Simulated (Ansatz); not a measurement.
# Straining AlNi

Level of theory: DFT r2SCAN, scalar-relativistic, plane waves, PAW (Ansatz). Settings: 500 eV cutoff, 18×18×18 k-mesh, Gaussian smearing of 0.10 eV, no spin polarisation.

The relaxed crystal:

```
Al Ni
1.0
     2.85993    0.00000    0.00000
     0.00000    2.85993    0.00000
     0.00000    0.00000    2.87002
Al Ni
1 1
Direct
  0.00000 0.00000 0.00000
  0.50000 0.50000 0.50000
```

Deformation: uniaxial strain along c, with the lengths of a and b and the atoms relaxed and the angles held, all within the symmetry that the strain leaves. Energies are extrapolated to zero smearing. Stress is positive in compression, on the Cartesian axes of the cell above. On this cell's mesh the reference holds a stress of up to 0.17 GPa.

| strain (%) | ΔE (meV/atom) | a (Å) | b (Å) | c (Å) | σxx (GPa) | σyy (GPa) | σzz (GPa) |
| --- | --- | --- | --- | --- | --- | --- | --- |
| -3.0 | 3.8 | 2.894 | 2.894 | 2.784 | 0.00 | 0.00 | 4.07 |
| -2.0 | ? | ? | ? | 2.813 | ? | ? | ? |
| -1.0 | 0.2 | 2.872 | 2.872 | 2.841 | 0.00 | 0.00 | 0.84 |
| +0.0 | 0.0 | 2.860 | 2.860 | 2.870 | 0.07 | 0.07 | -0.17 |
| +1.0 | ? | ? | ? | 2.899 | ? | ? | ? |
| +2.0 | 1.6 | 2.838 | 2.838 | 2.927 | 0.00 | 0.00 | -2.11 |
| +3.0 | 3.4 | 2.827 | 2.827 | 2.956 | 0.01 | 0.01 | -3.13 |

Fill in the row at -2.0 %.

ΔE 1.3 meV/atom; a 2.883 Å; b 2.883 Å; σxx 0.01 GPa; σyy 0.01 GPa; σzz 2.32 GPa.

Fill in the row at +1.0 %.

ΔE 0.5 meV/atom; a 2.849 Å; b 2.849 Å; σxx 0.00 GPa; σyy 0.00 GPa; σzz -1.16 GPa.